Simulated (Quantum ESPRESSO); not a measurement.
A run of Quantum ESPRESSO 7.5:

The input run.py:

```python
import numpy as np
from ase.calculators.espresso import Espresso, EspressoProfile
from ase.io import read

atoms = read('POSCAR')

input_data = {
    'control': {'calculation': 'scf', 'prefix': 'pwscf', 'outdir': './tmp', 'tprnfor': True, 'tstress': True, 'disk_io': 'low'},
    'system': {'ecutwfc': 45.0, 'ecutrho': 360.0, 'nbnd': 13, 'occupations': 'smearing', 'smearing': 'fd', 'degauss': 0.00367493},
    'electrons': {'conv_thr': 2e-10, 'electron_maxstep': 120, 'mixing_beta': 0.5},
}
pseudopotentials = {'Sb': 'sb_pbesol_v1.4.uspp.F.UPF'}
profile = EspressoProfile(command='mpirun -n 2 pw.x -nk 2', pseudo_dir='pseudo')
dft = Espresso(profile=profile, input_data=input_data, pseudopotentials=pseudopotentials, kpts=(8, 8, 8), koffset=(0, 0, 0))
from ase.calculators.mixing import SumCalculator
from dftd4.ase import DFTD4
d4 = DFTD4(method='pbesol')
atoms.calc = SumCalculator([dft, d4])

from ase.optimize import FIRE
from ase.filters import FrechetCellFilter
done = FIRE(FrechetCellFilter(atoms), trajectory='opt.traj').run(fmax=0.02, steps=30)
print('converged', done)
print('cell (A)', np.round(atoms.cell.cellpar(), 5))
print(f'energy {atoms.get_potential_energy():.8f} eV')
print('forces (eV/A)')
print(np.round(atoms.get_forces(), 6))
print('stress (eV/A^3, Voigt)')
print(np.round(atoms.get_stress(), 8))
print(f'Fermi level {dft.get_fermi_level():.4f} eV')
print(f'D4 part {d4.get_potential_energy(atoms):.8f} eV')
atoms.write('final.traj')
```

File POSCAR:

```
Sb
1.0
    3.1600000000      0.0000000000      0.0000000000
    0.0000000000      3.1600000000      0.0000000000
    0.0000000000      0.0000000000      3.1600000000
Sb
1
Direct
    0.0000000000      0.0000000000      0.0000000000
```

Potentials or basis: GBRV 1.5 PBEsol.

Run with:

```sh
$ OMP_NUM_THREADS=1 python run.py
```

Hardware: 2 MPI ranks on Arm Neoverse V2, with other jobs on the host.

Problem. How long does it take, and how much memory?

Solution. Run time: 59 s on 2 MPI ranks on Arm Neoverse V2, on a shared host, peak memory 0.18 GiB a rank. Counts: scf iterations 8, k pools 2, bands 13, ion steps 17, k points 35, g dense 21975.
